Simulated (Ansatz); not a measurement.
Crystal: Ti2O.

```
CELL_PARAMETERS angstrom
2.91940 0.00000 0.00000
-1.45970 2.52827 0.00000
0.00000 0.00000 4.71300
ATOMIC_POSITIONS crystal
Ti 0.33333 0.66667 0.72126
Ti 0.66667 0.33333 0.27874
O 0.00000 0.00000 0.00000
```

| Property | Result |
| --- | --- |
| Program | Ansatz 0.2.0 |
| Task | relaxation of cell and atoms |
| Functional | PBEsol |
| Potentials or basis | Ansatz PAW |
| Cutoff | 420 eV (not typed: the program's choice for these potentials) |
| k mesh | 10 × 10 × 6 |
| Occupations | fermi-dirac, width 0.05 eV |
| Spin | no spin polarisation |
| Hubbard terms | Ti d U = 3 eV |

At the start: volume 11.60 Å³/atom.

Question: How do energy, volume and symmetry change on relaxing?

Answer: It ends after 9 steps and the volume is 12.10 Å³/atom (+4.4 %); space group P-3m1 (No. 164, to 0.05 Å).

The path:
```csv
step,energy change (eV),largest force (eV/Å),volume (Å³)
1,0.0000,1.2174,34.79
2,-0.0748,0.2668,37.18
3,-0.1028,0.0035,36.54
4,-0.1049,0.0263,36.19
5,-0.1049,0.0062,36.28
6,-0.1049,0.0008,36.28
7,-0.1090,0.0003,36.28
8,-0.1090,0.0006,36.31
9,-0.1091,0.0004,36.31
```

Final structure:
```
Ti O
1.0
     2.95979    0.00000    0.00000
    -1.47989    2.56325    0.00000
     0.00000    0.00000    4.78642
Ti O
2 1
Cartesian
  0.0000 1.7088 3.5157
  1.4799 0.8544 1.2707
  0.0000 0.0000 0.0000
```

Caveat: the plane-wave basis is chosen anew once the cell has moved, so the energies of steps on either side of that aren't comparable; the pressure holds a Pulay correction of +0.4 GPa for the finite cutoff; U without spin polarisation on a metal has little footing; the PAW data sets come from PBE, with cores solved anew for the run's functional, which leaves a small shift of forces and pressure.
